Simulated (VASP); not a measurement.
Write the native input for VASP 6.6.1 that does the following.

```yaml
Task: relaxation of cell and atoms
Functional: revPBE
Potentials_or_basis: VASP PAW PBE potentials, release 64 (Mg)
Cutoff: 600 eV
k_mesh: 11 × 11 × 11
Occupations: fermi-dirac, width 0.05 eV
Spin: no spin polarisation
Further_INCAR_settings: ALGO = Normal; EDIFF = 1e-06; IBRION = 2; EDIFFG = -0.01; NSW = 60; ISIF = 3
```

The structure of Mg lies in POSCAR:

```
Mg
1.0
   -1.8359916300      1.8359916300      1.6794040200
    1.8359916300     -1.8359916300      1.6794040200
    1.8359916300      1.8359916300     -1.6794040200
Mg
1
Direct
    0.0000000000      0.0000000000      0.0000000000
```

This isn't the form of Mg at room conditions, which is hcp.

These files were run (other wordings do the same):

INCAR

```
PREC = Accurate
ENCUT = 600
EDIFF = 1E-6
ISMEAR = -1
SIGMA = 0.05
LREAL = False
LASPH = True
NELM = 80
ALGO = Normal
ISIF = 3
LWAVE = False
LCHARG = False
GGA = RE
IBRION = 2
NSW = 60
EDIFFG = -0.01
```

KPOINTS

```
Automatic mesh
0
Gamma
  11 11 11
```

Potentials or basis: VASP PAW PBE potentials, release 64 (Mg).

The run is started by

```sh
$ cat potpaw_PBE.64/Mg/POTCAR > POTCAR
$ mpirun -np 1 vasp_std > vasp.out
```

Results of the run:

* Relaxed volume: 23.33 Å³/atom
* Relaxed cell: a = 3.118 Å, b = 3.118 Å, c = 3.118 Å, α = 109.49°, β = 109.49°, γ = 109.43°
* Space group after relaxing (to 0.05 Å): Im-3m (No. 229)
* Energy gained by relaxing: 6.2 meV/atom
* Ionic steps: 13
* Pressure after relaxing: 0.0 GPa
* Band gap on the k mesh: none (metal or under the smearing width)

Caveat: the PAW data sets were made with another functional, which shifts forces and pressure a little.

It took 45 s on 1 thread of Intel(R) Xeon(R) 6975P-C (Granite Rapids) (shared host), peak memory 0.17 GiB.
